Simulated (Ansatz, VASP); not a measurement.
## Mg in VASP and in Ansatz

INCAR

```
PREC     = Accurate       # precision mode
ENCUT    = 520            # plane-wave cutoff, eV
EDIFF    = 1E-8           # SCF threshold, eV
ISMEAR   = -1             # smearing method
SIGMA    = 0.03           # smearing width, eV
LREAL    = False          # projectors in reciprocal space
LASPH    = True           # aspherical terms in the spheres
NELM     = 80             # most SCF steps
ALGO     = Normal         # electronic algorithm
ISIF     = 2              # what is computed and relaxed
LWAVE    = False          # write WAVECAR
LCHARG   = False          # write CHGCAR
GGA      = PE             # functional
LEFG     = True         
NBANDS   = 7              # bands
```

Contents of KPOINTS:

```
regular mesh
0
Gamma
  16 16 16
```

POSCAR

```
Mg
1.0
    0.0000000000      2.1988317276      2.1988317276
    2.1988317276      0.0000000000      2.1988317276
    2.1988317276      2.1988317276      0.0000000000
Mg
1
Direct
    0.0000000000      0.0000000000      0.0000000000
```

Input for Ansatz:

```yaml
crystal:
  lattice:
    - [0.0, 2.1988317276, 2.1988317276]
    - [2.1988317276, 0.0, 2.1988317276]
    - [2.1988317276, 2.1988317276, 0.0]
  atoms:
    - { symbol: Mg, position: [0.0, 0.0, 0.0] }
kpoints:
  mp_grid: { grid: [16, 16, 16] }
scf:
  occupations: { method: fermi_dirac, width: 0.03 }
hamiltonian:
  xc: pbe
  pseudopotentials: { kind: paw }
output:
  forces: true
  stress: true
  eigenvalues: true
  efg: { contact_densities: true }
  write_density: true
  write_potential: true
  elf: true
  volumetric_format: npy
```

Change from the starting cell: volume scaled by 0.9405, PAW files.

Alike in both runs: task electric field gradients; functional PBE; k mesh 16 × 16 × 16; occupations fermi-dirac, width 0.03 eV; no spin polarisation.

|  | VASP | Ansatz |
| --- | --- | --- |
| version | VASP 6.6.1 | Ansatz 0.2.0 |
| potentials or method | VASP PAW PBE potentials, release 64 (Mg) | PAW with Ansatz's default frozen-core files, scalar-relativistic |
| plane-wave cutoff (eV) | 520 | 420 |
| valence electrons in the cell | 2 | 10 |

|  | VASP | Ansatz | Ansatz less VASP |
| --- | --- | --- | --- |
| pressure (GPa) | 3.4 | 3.5 | +0.12 |
| Vzz of the field gradient on the site that differs most (V/Å²) | 0.0 | 0.0 | 0.00 |

The two sets of potentials don't hold the same shells in valence.
